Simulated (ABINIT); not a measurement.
Fe:

```xyz
1
Lattice="-1.4430 1.4430 1.4430 1.4430 -1.4430 1.4430 1.4430 1.4430 -1.4430" Properties=species:S:1:pos:R:3 pbc="T T T"
Fe    0.0000    0.0000    0.0000
```

Base run:

* Program: ABINIT 10.8.3 (patched build)
* Functional: SOGGA
* Potentials or basis: JTH PAW PBE v2.0
* Cutoff: 707 eV
* k mesh: 13 × 13 × 13
* Occupations: fermi-dirac, width 0.05 eV
* Spin: collinear spin, ferromagnetic start
* Starting moments: [3.0] μB

Its results: band gap on the k mesh none (metal or under the smearing width); pressure -19.5 GPa; net moment 2.29 μB per cell; site moments Fe +2.34 μB.

Problem. The run is repeated on the same cell with these changes: functional from SOGGA to PW91. What comes out?

Solution. Band gap on the k mesh none (metal or under the smearing width); pressure -10.9 GPa; net moment 2.23 μB per cell; site moments Fe +2.29 μB.

PW91 binds less tightly than SOGGA, so the same cell stands under more pressure.

Caveats: so large a pressure means that the cell lies far from this level's equilibrium, or that cutoff or potentials fall short (some runs); the potentials were made for another functional, which shifts forces and pressure (some runs); the PAW data sets were made with another functional, which shifts forces and pressure a little (some runs).
